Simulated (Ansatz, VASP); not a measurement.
**C in VASP and in Ansatz**

```
C
1.0
     2.46572    0.00000    0.00000
    -1.23286    2.13538    0.00000
     0.00000    0.00000   17.50000
C
4
Direct
  0.33333 0.66667 0.25714
  0.66667 0.33333 0.25717
  0.66667 0.33333 0.45131
  0.00000 0.00000 0.45135
```

Alike in both runs: functional PBE; dispersion D3(BJ); k mesh 15 × 15 × 1; occupations gaussian, width 0.1 eV; no spin polarisation.

Ansatz relaxed the structure, and its values are those at the end. VASP's run is a single point on that final structure, the one shown.

|  | VASP | Ansatz |
| --- | --- | --- |
| version | VASP 6.6.1 | Ansatz 0.2.0 |
| potentials or method | VASP PAW PBE potentials, release 64 (C) | scalar-relativistic, plane waves, PAW |
| plane-wave cutoff (eV) | 520 | 420 |
| valence electrons in the cell | 16 | 16 |

Ansatz gave:

| Property | Result |
| --- | --- |
| least direct gap on the mesh (eV) | 0.00 |

Problem. What did VASP give for the same quantities?

Solution. Least direct gap on the mesh (eV): 0.01.
